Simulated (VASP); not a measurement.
Wanted: the native input for a VASP 6.6.1 run.

* Task: relaxation of cell and atoms
* Functional: PBE
* Potentials or basis: VASP PAW PBE potentials, release 64 (W, C)
* Cutoff: 520 eV
* k mesh: 18 × 18 × 14
* Occupations: gaussian, width 0.1 eV
* Spin: no spin polarisation
* Further INCAR settings: ALGO = Fast; EDIFF = 1e-07; IBRION = 2; EDIFFG = -0.002; NSW = 80; ISIF = 3

The structure of WC lies in POSCAR:

```
WC
1.0
    2.9065000000      0.0000000000      0.0000000000
   -1.4532500000      2.5171028400      0.0000000000
    0.0000000000      0.0000000000      2.8366000000
W C
1 1
Direct
    0.0000000000      0.0000000000      0.0000000000
    0.6666666700      0.3333333300      0.5000000000
```

These files were run (other wordings do the same):

INCAR

```
SYSTEM = WC
  PREC = Accurate
  ENCUT = 520
  EDIFF = 1E-7
  ISMEAR = 0
  SIGMA = 0.1
  LREAL = .FALSE.
  LASPH = .TRUE.
  NELM = 80
  ALGO = Fast
  ISIF = 3
  LWAVE = .FALSE.
  LCHARG = .FALSE.
  GGA = PE
  IBRION = 2
  NSW = 80
  EDIFFG = -0.002
```

KPOINTS

```
regular mesh
0
G
  18 18 14
  0 0 0
```

Potentials or basis: VASP PAW PBE potentials, release 64 (W, C).

Launch:

```sh
$ cat potpaw_PBE.64/W/POTCAR potpaw_PBE.64/C/POTCAR > POTCAR
$ mpirun -np 1 vasp_std > vasp.out
```

It gave:

```
Relaxed volume                         : 10.49 Å³/atom
Relaxed cell                           : a = 2.918 Å, b = 2.918 Å, c = 2.845 Å, α = 90.00°, β = 90.00°, γ = 120.00°
Space group after relaxing (to 0.05 Å) : P-6m2 (No. 187)
Energy gained by relaxing              : 1.7 meV/atom
Ionic steps                            : 8
Pressure after relaxing                : 0.0 GPa
Band gap on the k mesh                 : none (metal or under the smearing width)
```

Wall time 120 s on 1 thread of Intel(R) Xeon(R) Platinum 8488C (Sapphire Rapids) (shared host), peak memory 0.2 GiB.
